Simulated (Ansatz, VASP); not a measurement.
This is a calculation of SiC (Moissanite 3C) for Ansatz 0.2.0.

File input.yaml:

```yaml
crystal:
  lattice:
    - [0.0, 2.179, 2.179]
    - [2.179, 0.0, 2.179]
    - [2.179, 2.179, 0.0]
  atoms:
    - { symbol: Si, position: [0.0, 0.0, 0.0] }
    - { symbol: C, position: [0.75, 0.75, 0.75] }
hamiltonian:
  xc: pbe
  pseudopotentials: { kind: paw }
kpoints:
  mp_grid: { grid: [10, 10, 10] }
scf:
  occupations: { method: fermi_dirac, width: 0.05 }
output:
  forces: true
  stress: true
relax:
  f_tol: 0.01
  max_steps: 40
  cell: { stress_tol: 0.05 }
```

Potentials or basis: Ansatz PAW.

Command:

```bash
$ ansatz run input.yaml --threads 2 --pin off --max-ram 5632MiB --backend cpu --events-out ev --progress --plain --runs-dir out
```

Q: Set up the same calculation for VASP 6.6.1. Potentials there: VASP PAW PBE potentials, release 54 (Si, C).

A: As run (the cutoff follows the program's own potentials):

File INCAR:

```
  PREC = Accurate
  ENCUT = 600
  EDIFF = 1E-6
  ISMEAR = -1
  SIGMA = 0.05
  LREAL = F
  LASPH = T
  NELM = 100
  ALGO = Normal
  ISIF = 3
  LWAVE = F
  LCHARG = F
  GGA = PE
  IBRION = 2
  NSW = 60
  EDIFFG = -0.01
```

File KPOINTS:

```
Automatic mesh
0
Gamma
  10 10 10
```

The input POSCAR:

```
SiC
1.0
    0.0000000000      2.1790000000      2.1790000000
    2.1790000000      0.0000000000      2.1790000000
    2.1790000000      2.1790000000      0.0000000000
Si C
1 1
Direct
    0.0000000000      0.0000000000      0.0000000000
    0.7500000000      0.7500000000      0.7500000000
```

Potentials or basis: VASP PAW PBE potentials, release 54 (Si, C).

Command:

```sh
$ cat potpaw_PBE.54/Si/POTCAR potpaw_PBE.54/C/POTCAR > POTCAR
$ mpirun -np 1 vasp_std > vasp.out
```

Both were run:

|  | VASP | Ansatz | Ansatz less VASP |
| --- | --- | --- | --- |
| relaxed volume (Å³/atom) | 10.49 | 10.50 | +0.009 |
| relaxed cell length with the largest relative difference (Å) | 3.096 | 3.097 | +0.0009 |
| energy change over the relaxation (meV/atom) | -1 | -2 | -0.2 |

Caveats: the plane-wave basis is chosen anew once the cell has moved, so the energies of steps on either side of that aren't comparable (Ansatz). A k mesh can miss the band edges. Zero-point motion and thermal expansion aren't in these numbers. PBE usually gives volumes a little too large and moduli too small.
